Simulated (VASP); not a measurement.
# PtSe2 in VASP: further runs, part 2 of 2

VASP 6.6.1.

## (3) Band structure, PBE+D3(BJ)

File INCAR:

```
PREC = Accurate
ENCUT = 520
EDIFF = 1E-7
ISMEAR = 0
SIGMA = 0.03
LREAL = F
LASPH = T
NELM = 80
ALGO = Normal
ISIF = 2
LWAVE = F
LCHARG = F
LMAXMIX = 4
LDIPOL = T
IDIPOL = 3
DIPOL = 0.5 0.5 0.500
GGA = PE
IVDW = 12
NBANDS = 43
LVHAR = T
LVACPOTAV = T
KPAR = 4
```

File KPOINTS:

```
Automatic mesh
0
Gamma
  6 6 1
```

File POSCAR:

```
PtSe2                                   
1.0
    3.7483412420      0.0000000000      0.0000000000
   -1.8741706210      3.2461587338      0.0000000000
    0.0000000000      0.0000000000     30.6550000000
  Se              Pt            
     6     3
Direct
     0.6666666699999979    0.3333333300000021    0.2983199529966729
     0.3333333300000021    0.6666666699999979    0.3829349826438626
     0.6666666699999979    0.3333333300000021    0.4577849032311083
     0.3333333300000021    0.6666666699999979    0.5422150967688917
     0.6666666699999979    0.3333333300000021    0.6170650173561374
     0.3333333300000021    0.6666666699999979    0.7016800470033271
     1.0000000000000000    1.0000000000000000    0.3411656574382238
     1.0000000000000000    0.0000000000000000    0.5000000000000000
     0.0000000000000000    0.0000000000000000    0.6588343425617762
```

File KPOINTS_OPT:

```
explicit points
3
Reciprocal
 0.0000000000  0.0000000000  0.0000000000 1
 0.5000000000  0.0000000000  0.0000000000 1
 0.3333333300  0.3333333300  0.0000000000 1
```

Potentials or basis: VASP PAW PBE potentials, release 64 (Se, Pt).

Started as:

```bash
> cat potpaw_PBE.64/Se/POTCAR potpaw_PBE.64/Pt/POTCAR > POTCAR
> mpirun -np 4 vasp_std > vasp.out
```

OUTCAR:

```text
PREC = Accurate
   ENCUT = 520
   EDIFF = 1E-7
   ISMEAR = 0
   LREAL = F
   LASPH = T
   NELM = 80
   ISIF = 2
   GGA = PE
   IVDW = 12
 IVDW          = 12

 ion  position               nearest neighbor table
   1  0.667  0.333  0.298-   7 2.53   7 2.53   7 2.53
   2  0.333  0.667  0.383-   7 2.51   7 2.51   7 2.51
   3  0.667  0.333  0.458-   8 2.52   8 2.52   8 2.52
   4  0.333  0.667  0.542-   8 2.52   8 2.52   8 2.52
   5  0.667  0.333  0.617-   9 2.51   9 2.51   9 2.51
   6  0.333  0.667  0.702-   9 2.53   9 2.53   9 2.53
   7  0.000  0.000  0.341-   2 2.51   2 2.51   2 2.51   1 2.53   1 2.53   1 2.53
   8  0.000  0.000  0.500-   3 2.52   4 2.52   4 2.52   3 2.52   3 2.52   4 2.52
   9  0.000  0.000  0.659-   5 2.51   5 2.51   5 2.51   6 2.53   6 2.53   6 2.53

  LATTYP: Found a hexagonal cell.
 ALAT       =     3.7483412420
 C/A-ratio  =     8.1782842118

  Lattice vectors:

 A1 = (   3.7483412420,   0.0000000000,   0.0000000000)
 A2 = (  -1.8741706210,   3.2461587338,   0.0000000000)
 A3 = (   0.0000000000,   0.0000000000,  30.6550000000)

Analysis of symmetry for initial positions (statically):
=====================================================================
 Subroutine PRICEL returns:
 Original cell was already a primitive cell.

 Routine SETGRP: Setting up the symmetry group for a
 hexagonal supercell.

 Subroutine GETGRP returns: Found 12 space group operations
 (whereof 12 operations were pure point group operations)
 out of a pool of 24 trial point group operations.

The static configuration has the point symmetry D_3d.

Analysis of symmetry for dynamics (positions and initial velocities):
=====================================================================
 Subroutine PRICEL returns:
 Original cell was already a primitive cell.

 Routine SETGRP: Setting up the symmetry group for a
[... 130 lines left out ...]
   IVDW    =    12    specifies the selected vdW correction
   LEPSILON=     F    determine dielectric tensor
   LRPA    =     F    only Hartree local field effects (RPA)
 non-spin polarized calculation
 Gauss-broadening in eV      SIGMA  =   0.03
  energy-cutoff  :      520.00
  volume of cell :      373.00
 maximum number of plane-waves:     10072
 NGX is ok and might be reduce to    28
   NGX = 13   NGY = 13   NGZ =113

 number of electron      65.9999991 magnetization

 dipolmoment           0.000000      0.000000      0.000000 electrons x Angstroem

 Free energy of the ion-electron system (eV)
  ---------------------------------------------------
  ext. energy  EPLUGINS =         0.00000000
  ---------------------------------------------------
  free energy    TOTEN  =       -42.67219339 eV

  energy without entropy =      -42.67121158  energy(sigma->0) =      -42.67170249

 E-fermi :   0.8705     XC(G=0):  -5.6201

 val. band max:        0.8568946446   @ k =   0.0000   0.0000   0.0000
 cond. band min:       0.9027039273   @ k =   0.3333   0.3333   0.0000
 fundamental gap:      0.0458092827
 Fermi energy:         0.8705491547

 k-point     1 :       0.0000    0.0000    0.0000
  band No.  band energies     occupation
      1     -14.8494      2.00000
      2     -14.4885      2.00000
      3     -14.1211      2.00000
      4     -13.0906      2.00000
      5     -12.4913      2.00000
      6     -12.0851      2.00000
[... 311 lines left out ...]
     42       6.8357      0.00000
     43       7.9611      0.00000

------------------------ aborting loop because EDIFF is reached ----------------------------------------

 Edisp (eV)   -3.78246

 E8    (eV) :    -1.6635

  FORCE on cell =-STRESS in cart. coord.  units (eV):
  Direction    XX          YY          ZZ          XY          YZ          ZX
  --------------------------------------------------------------------------------------
  -------------------------------------------------------------------------------------
  Total      -0.08617    -0.08617     0.15829     0.00000    -0.00000    -0.00000
  in kB      -0.37013    -0.37013     0.67990     0.00000    -0.00000    -0.00000
  external pressure =       -0.02 kB  Pullay stress =        0.00 kB

 VOLUME and BASIS-vectors are now :
 -----------------------------------------------------------------------------
  energy-cutoff  :      520.00
  volume of cell :      373.00
      direct lattice vectors                 reciprocal lattice vectors
     3.748341242  0.000000000  0.000000000     0.266784675  0.154028204  0.000000000
    -1.874170621  3.246158734  0.000000000     0.000000000  0.308056408  0.000000000
     0.000000000  0.000000000 30.655000000     0.000000000  0.000000000  0.032621106

 POSITION                                       TOTAL-FORCE (eV/Angst)
 -----------------------------------------------------------------------------------
      1.87417      1.08205      9.14500        -0.000000     -0.000000     -0.029358
     -0.00000      2.16411     11.73887         0.000000      0.000000     -0.006019
      1.87417      1.08205     14.03340        -0.000000     -0.000000      0.077739
     -0.00000      2.16411     16.62160         0.000000      0.000000     -0.077739
      1.87417      1.08205     18.91613         0.000000      0.000000      0.006019
     -0.00000      2.16411     21.51000        -0.000000      0.000000      0.029358
      0.00000      0.00000     10.45843         0.000000     -0.000000     -0.000733
      0.00000      0.00000     15.32750         0.000000      0.000000      0.000000
      0.00000      0.00000     20.19657         0.000000      0.000000      0.000733
 -----------------------------------------------------------------------------------
    total drift:                                0.000000      0.000000      0.000000

  FREE ENERGIE OF THE ION-ELECTRON SYSTEM (eV)
  ---------------------------------------------------
  free  energy   TOTEN  =       -46.4546568733 eV

  energy  without entropy=      -46.4536750624  energy(sigma->0) =      -46.45416597

 vacuum level on the upper side and lower side of the slab         5.476         5.476
```

OSZICAR:

```text
N       E                     dE             d eps       ncg     rms          rms(c)
DAV:   1     0.480720952381E+03    0.48072E+03   -0.26514E+04   602   0.126E+03
DAV:   2     0.387925633430E+01   -0.47684E+03   -0.44850E+03   763   0.239E+02
[... 24 lines left out ...]
       N       E                     dE             ncg
DAV:   1     0.718382466470E+03   -0.39246E+04      258
DAV:   2    -0.700647444185E+03   -0.14190E+04      340
DAV:   3    -0.840901146492E+03   -0.14025E+03      313
DAV:   4    -0.845076522586E+03   -0.41754E+01      316
DAV:   5    -0.845191300374E+03   -0.11478E+00      313
DAV:   6    -0.845194352911E+03   -0.30525E-02      332
DAV:   7    -0.845194505247E+03   -0.15234E-03      348
DAV:   8    -0.845194508742E+03   -0.34958E-05      332
DAV:   9    -0.845194508945E+03   -0.20224E-06      284
DAV:  10    -0.845194508953E+03   -0.79548E-08      180
```

stdout:

```text
POSCAR found type information on POSCAR SePt
 POSCAR found :  2 types and       9 ions
 scaLAPACK will be used
 LDA part: xc-table for (Slater+PW92), standard interpolation
 POSCAR, INCAR and KPOINTS ok, starting setup
 FFT: planning ... GRIDC
 FFT: planning ... GRID_SOFT
 FFT: planning ... GRID
 WAVECAR not read
 entering main loop
 -----------------------------------------------------------------------------
|                                                                             |
|           W    W    AA    RRRRR   N    N  II  N    N   GGGG   !!!           |
|           W    W   A  A   R    R  NN   N  II  NN   N  G    G  !!!           |
|           W    W  A    A  R    R  N N  N  II  N N  N  G       !!!           |
|           W WW W  AAAAAA  RRRRR   N  N N  II  N  N N  G  GGG   !            |
|           WW  WW  A    A  R   R   N   NN  II  N   NN  G    G                |
|           W    W  A    A  R    R  N    N  II  N    N   GGGG   !!!           |
|                                                                             |
|     Did not find any points to average over, which means that no vacuum     |
|     field-free region was found. Please increase the size of  your cell     |
|     in the dimension of the dipole correction to obtain accurate            |
|     workfunction values.                                                    |
|                                                                             |
 -----------------------------------------------------------------------------

 Start KPOINTS_OPT (optional k-point list driver)
k-point batch [1-3\3]
```

Wall time 73 s (4 MPI ranks of Intel Xeon Platinum 8488C (Sapphire Rapids), shared host); peak memory 0.46 GiB.

What came out:

```yaml
Free_energy: -46.4547 eV
Largest_force: 0.078 eV/Å
Band_gap_on_the_k_mesh: 0.05 eV, indirect (least direct gap 0.93 eV)
Band_gap_along_the_path: 0.05 eV, indirect (least direct gap 1.21 eV)
Dispersion_energy_per_atom: -0.420 eV
Ionisation_potential_of_the_upper_face: 4.62 eV
```

Forces on the atoms (eV/Å):
```
Se   0.000  0.000 -0.029
Se   0.000  0.000 -0.006
Se   0.000  0.000  0.078
Se   0.000  0.000 -0.078
Se   0.000  0.000  0.006
Se   0.000  0.000  0.029
Pt   0.000  0.000 -0.001
Pt   0.000  0.000  0.000
Pt   0.000  0.000  0.001
```

Caveat: spin-orbit coupling is left out, which moves the levels of the heavy elements. Expect the measured gap to be larger: semilocal functionals such as PBE lack the derivative discontinuity.

## (4) Band structure, HSE06

POSCAR is that of step 3.

File INCAR.step1:

```
PREC = Accurate
ENCUT = 520
EDIFF = 1E-5
ISMEAR = 0
SIGMA = 0.03
LREAL = F
LASPH = T
NELM = 80
ALGO = Normal
ISIF = 2
LWAVE = T
LCHARG = F
LMAXMIX = 4
LDIPOL = T
IDIPOL = 3
DIPOL = 0.5 0.5 0.500
NBANDS = 43
LVHAR = T
LVACPOTAV = T
KPAR = 4
GGA = PE
```

File INCAR.step2:

```
PREC = Accurate
ENCUT = 520
EDIFF = 1E-7
ISMEAR = 0
SIGMA = 0.03
LREAL = F
LASPH = T
NELM = 80
ALGO = Normal
ISIF = 2
LWAVE = F
LCHARG = F
LMAXMIX = 4
LDIPOL = T
IDIPOL = 3
DIPOL = 0.5 0.5 0.500
GGA = PE
LHFCALC = T
HFSCREEN = 0.2
PRECFOCK = Fast
NBANDS = 43
LVHAR = T
LVACPOTAV = T
KPAR = 4
ISTART = 1
```

KPOINTS is that of step 3.

KPOINTS_OPT is that of step 3.

Started as:

```bash
> cat potpaw_PBE.64/Se/POTCAR potpaw_PBE.64/Pt/POTCAR > POTCAR
> cp INCAR.step1 INCAR
> mpirun -np 4 vasp_std > vasp.out
> cp INCAR.step2 INCAR
> mpirun -np 4 vasp_std > vasp.out
```

Wall time 42 min (4 MPI ranks of Intel Xeon Platinum 8488C (Sapphire Rapids), shared host); peak memory 0.77 GiB.

It converged, with:

```yaml
Free_energy: -51.7004 eV
Largest_force: 0.565 eV/Å
Band_gap_on_the_k_mesh: 0.37 eV, indirect (least direct gap 1.36 eV)
Band_gap_along_the_path: 0.37 eV, indirect (least direct gap 1.52 eV)
Ionisation_potential_of_the_upper_face: 4.87 eV
```

Forces on the atoms (eV/Å):
```
Se   0.000  0.000  0.332
Se   0.000  0.000 -0.519
Se   0.000  0.000  0.565
Se   0.000  0.000 -0.565
Se   0.000  0.000  0.519
Se   0.000  0.000 -0.332
Pt   0.000  0.000 -0.144
Pt   0.000  0.000  0.000
Pt   0.000  0.000  0.144
```

Levels at points of the mesh, in eV from the valence-band top:
```
           k point  band 31  band 32  band 33  band 34  band 35  band 36
(0.00, 0.00, 0.00)    -1.37    -1.22     0.00     1.52     1.52     2.08
(0.50, 0.00, 0.00)    -3.23    -2.71    -1.88     1.03     1.13     1.68
```

Caveat: the PAW data sets were made with another functional, which shifts forces and pressure a little; spin-orbit coupling is left out, which moves the levels of the heavy elements.

## (5) Phonons, PBE+D3(BJ)

POSCAR: that of step 4 with these lines changed.

```diff
@@ -1,2 +1,2 @@
-PtSe2                                   
+PtSe2
 1.0
@@ -5,3 +5,3 @@
     0.0000000000      0.0000000000     30.6550000000
-  Se              Pt            
+  Se              Pt
      6     3
```

File INCAR.step1:

```
SYSTEM = PtSe2
PREC = Accurate ; ENCUT = 600
EDIFF = 1E-8 ; ISMEAR = 0
SIGMA = 0.03 ; LREAL = .FALSE.
LASPH = .TRUE. ; NELM = 80
ALGO = Fast ; ISIF = 2
LWAVE = .FALSE. ; LCHARG = .FALSE.
GGA = PE ; IVDW = 12
LATTICE_CONSTRAINTS = .TRUE. .TRUE. .FALSE. ; KPAR = 4
IBRION = 2 ; NSW = 40
EDIFFG = -0.002
```

File INCAR.step2:

```
SYSTEM = PtSe2
PREC = Accurate ; ENCUT = 600
EDIFF = 1E-8 ; ISMEAR = 0
SIGMA = 0.03 ; LREAL = .FALSE.
LASPH = .TRUE. ; NELM = 80
ALGO = Fast ; ISIF = 2
LWAVE = .FALSE. ; LCHARG = .FALSE.
GGA = PE ; IVDW = 12
LATTICE_CONSTRAINTS = .TRUE. .TRUE. .FALSE. ; KPAR = 4
IBRION = 6 ; NFREE = 2
POTIM = 0.015 ; NSW = 1
```

File KPOINTS:

```
regular mesh
0
G
  9 9 1
  0 0 0
```

Potentials or basis: VASP PAW PBE potentials, release 64 (Se, Pt).

Started as:

```bash
> cat potpaw_PBE.64/Se/POTCAR potpaw_PBE.64/Pt/POTCAR > POTCAR
> cp INCAR.step1 INCAR
> mpirun -np 4 vasp_std > vasp.out
> cp CONTCAR POSCAR
> cp INCAR.step2 INCAR
> mpirun -np 4 vasp_std > vasp.out
```

OUTCAR:

```text
SYSTEM = PtSe2
   PREC = Accurate
   ENCUT = 600
   EDIFF = 1E-8
   ISMEAR = 0
   LREAL = .FALSE.
   LASPH = .TRUE.
   NELM = 80
   ISIF = 2
   GGA = PE
   IVDW = 12
   IBRION = 6
   NFREE = 2
   POTIM = 0.015
   NSW = 1
 IVDW          = 12

 ion  position               nearest neighbor table
   1  0.667  0.333  0.298-   7 2.53   7 2.53   7 2.53
   2  0.333  0.667  0.383-   7 2.51   7 2.51   7 2.51
[... 1006 lines left out ...]
  y    -5.82858     5.82858     0.00000     0.00000    11.06289     0.00000
  z    12.17763    12.17763    14.75443     0.00000    -0.00000     0.00000

 INTERNAL STRAIN TENSOR FOR ION    9 for displacements in x,y,z  (eV/Angst):
          X           Y           Z          XY          YZ          ZX
  --------------------------------------------------------------------------------
  x     0.00000     0.00000     0.00000    -0.26163     0.00000     0.05898
  y    -0.26163     0.26163    -0.00000     0.00000     0.05898     0.00000
  z     0.80177     0.80177    -0.01038     0.00000     0.00000     0.00000

 Eigenvectors and eigenvalues of the dynamical matrix
   1 f  =    6.896892 THz    43.334452 2PiTHz  230.055560 cm-1    28.523241 meV
   2 f  =    6.896892 THz    43.334452 2PiTHz  230.055560 cm-1    28.523241 meV
   3 f  =    6.793498 THz    42.684807 2PiTHz  226.606703 cm-1    28.095638 meV
   4 f  =    6.753187 THz    42.431522 2PiTHz  225.262056 cm-1    27.928923 meV
   5 f  =    6.680125 THz    41.972462 2PiTHz  222.824976 cm-1    27.626764 meV
   6 f  =    6.680125 THz    41.972461 2PiTHz  222.824976 cm-1    27.626764 meV
[... 16 lines left out ...]
  23 f  =    0.708111 THz     4.449190 2PiTHz   23.620026 cm-1     2.928509 meV
  24 f  =    0.708111 THz     4.449190 2PiTHz   23.620026 cm-1     2.928509 meV
  25 f/i=    0.001051 THz     0.006606 2PiTHz    0.035073 cm-1     0.004348 meV
  26 f/i=    0.001051 THz     0.006606 2PiTHz    0.035073 cm-1     0.004348 meV
  27 f/i=    0.001357 THz     0.008526 2PiTHz    0.045261 cm-1     0.005612 meV

 ELASTIC MODULI CONTR FROM IONIC RELAXATION (kBar)
 Direction    XX          YY          ZZ          XY          YZ          ZX
 --------------------------------------------------------------------------------
 XX        -453.2945   -223.2625   -425.6051     -0.0000    218.2248      0.0000
 YY        -223.2625   -453.2945   -425.6051      0.0000   -218.2248     -0.0000
 ZZ        -425.6051   -425.6051   -536.0681     -0.0000      0.0000      0.0000
 XY          -0.0000      0.0000     -0.0000   -115.0160      0.0000    218.2249
 YZ         218.2248   -218.2248      0.0000      0.0000   -415.7043     -0.0000
 ZX           0.0000     -0.0000      0.0000    218.2249     -0.0000   -415.7047
 --------------------------------------------------------------------------------
```

Run time: 46 min. Hardware: 4 MPI ranks of Intel Xeon Platinum 8488C (Sapphire Rapids), shared host; peak memory 1.1 GiB.

Results:

```yaml
Highest_phonon_frequency_at_Γ_LO-TO_splitting_left_out: 230 cm⁻¹
Dispersion_energy_per_atom: -0.420 eV
```

Phonon frequencies in cm⁻¹ (negative: imaginary):
| q point | frequencies |
| --- | --- |
| (0.000, 0.000, 0.000) | 0 0 0 24 24 24 38 38 45 166 166 169 169 171 171 198 199 201 214 214 220 223 223 225 227 230 230 |

## (6) The runs side by side

| task | level | potentials or basis | k mesh | cutoff (eV) | dipole correction | grid for exact exchange (PRECFOCK) | screening parameter | by perturbation theory | gap on the mesh (eV) | largest force (eV/Å) |
| --- | --- | --- | --- | --- | --- | --- | --- | --- | --- | --- |
| band structure | LDA | VASP PAW LDA potentials, release 64 (Se, Pt) | 9 × 9 × 1 | 520 | yes | - | - | - | - | 0.52 |
| band structure | PBE+D3(BJ) | VASP PAW PBE potentials, release 64 (Se, Pt) | 6 × 6 × 1 | 520 | yes | - | - | - | 0.05 | 0.08 |
| band structure | HSE06 | VASP PAW PBE potentials, release 64 (Se, Pt) | 6 × 6 × 1 | 520 | yes | Fast | 0.2 1/A | - | 0.37 | 0.56 |
| phonons | PBE+D3(BJ) | VASP PAW PBE potentials, release 64 (Se, Pt) | 9 × 9 × 1 | 600 | - | - | - | no | - | - |

Alike in all rows: no spin polarisation; cell as given; smearing gaussian 0.03 eV.

Caveats: spin-orbit coupling is left out, which moves the levels of the heavy elements (some runs); the PAW data sets were made with another functional, which shifts forces and pressure a little (some runs).

Total energies depend on the potentials used, so only differences within one code and one set of settings carry meaning.
